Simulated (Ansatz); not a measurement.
Se, diamond type; equations of state without spin from Ansatz PAW hard set, 700 eV.

PBE (k-mesh 15³, smearing 0.061 eV) gives V₀ = 31.744 Å³/atom and B₀ = 38.7 GPa.

(1) What does r²SCAN give (700 eV, k-mesh 9³, smearing 0.1 eV)?

Results:

(1) V₀ = 31.088 Å³/atom (-2.1 %) and B₀ = 42.0 GPa (+9 %).

This cubic structure is a model: it isn't the usual form of the substance at ambient conditions, and such phases are metastable or hypothetical. The k-mesh is modest, so these values aren't fully converged in k. Potentials made with PBE were used with another functional (at least in: Ansatz PAW hard set, 700 eV (r²SCAN)).
